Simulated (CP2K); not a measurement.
A run of CP2K 2026.2 is set up as follows.

File nb_charges.inp:

```
&GLOBAL
  PROJECT nb_charges
  RUN_TYPE ENERGY_FORCE
  PRINT_LEVEL LOW
&END GLOBAL
&FORCE_EVAL
  METHOD QS
  STRESS_TENSOR ANALYTICAL
  &DFT
    BASIS_SET_FILE_NAME BASIS_MOLOPT_UZH
    POTENTIAL_FILE_NAME POTENTIAL_UZH
    &MGRID
      CUTOFF 450
      REL_CUTOFF 60
      NGRIDS 5
    &END MGRID
    &QS
      METHOD GPW
      EPS_DEFAULT 1.0E-9
    &END QS
    &KPOINTS
      SCHEME MONKHORST-PACK 11 11 11
      GAMMA_CENTERED T
      SYMMETRY T
      SYMMETRY_BACKEND SPGLIB
    &END KPOINTS
    &SCF
      SCF_GUESS ATOMIC
      EPS_SCF 1.0E-6
      MAX_SCF 100
      ADDED_MOS 11
      CHOLESKY OFF
      EPS_EIGVAL 1.0E-7
      &DIAGONALIZATION ON
        ALGORITHM STANDARD
      &END DIAGONALIZATION
      &MIXING ON
        METHOD BROYDEN_MIXING
        ALPHA 0.4
        BETA 1.5
        NBUFFER 8
      &END MIXING
      &SMEAR ON
        METHOD FERMI_DIRAC
        ELECTRONIC_TEMPERATURE [K] 580.226
      &END SMEAR
    &END SCF
    &XC
      &XC_FUNCTIONAL PBE
      &END XC_FUNCTIONAL
    &END XC
    &PRINT
      &KPOINTS ON
      &END KPOINTS
      &MULLIKEN ON
      &END MULLIKEN
      &MO ON
        ENERGIES T
        OCCUPATION_NUMBERS T
        &EACH
          QS_SCF 0
        &END EACH
        ADD_LAST NUMERIC
      &END MO
      &LOWDIN ON
      &END LOWDIN
      &HIRSHFELD ON
        SHAPE_FUNCTION DENSITY
      &END HIRSHFELD
      &VORONOI ON
        VORONOI_RADII VDW
      &END VORONOI
    &END PRINT
  &END DFT
  &SUBSYS
    &CELL
      ABC 2.8820459413 2.8820459413 2.8820459412
      ALPHA_BETA_GAMMA 109.4712206344 109.4712206343 109.4712206339
      PERIODIC XYZ
    &END CELL
    &COORD
      SCALED
      Nb  0.0000000000 0.0000000000 0.0000000000
    &END COORD
    &KIND Nb
      BASIS_SET TZV2P-MOLOPT-PBE-GTH-q13
      POTENTIAL GTH-PBE-q13
    &END KIND
    &PRINT
      &ATOMIC_COORDINATES ON
      &END ATOMIC_COORDINATES
      &CELL ON
      &END CELL
    &END PRINT
  &END SUBSYS
  &PRINT
    &FORCES ON
    &END FORCES
    &STRESS_TENSOR ON
    &END STRESS_TENSOR
  &END PRINT
&END FORCE_EVAL
```

Potentials or basis: POTENTIAL_UZH Nb GTH-PBE-q13; TZV2P-MOLOPT-PBE-GTH basis.

Launch:

```console
$ OMP_NUM_THREADS=1 cp2k.psmp -i nb_charges.inp -o nb_charges.out
```

Q: What does it give for the band gap on the k mesh?

A: None (metal or under the smearing width).

Q: Estimate the pressure.

A: -0.8 GPa.

Caveat: the basis of atomic orbitals isn't converged, which shifts pressures, moduli and gaps.
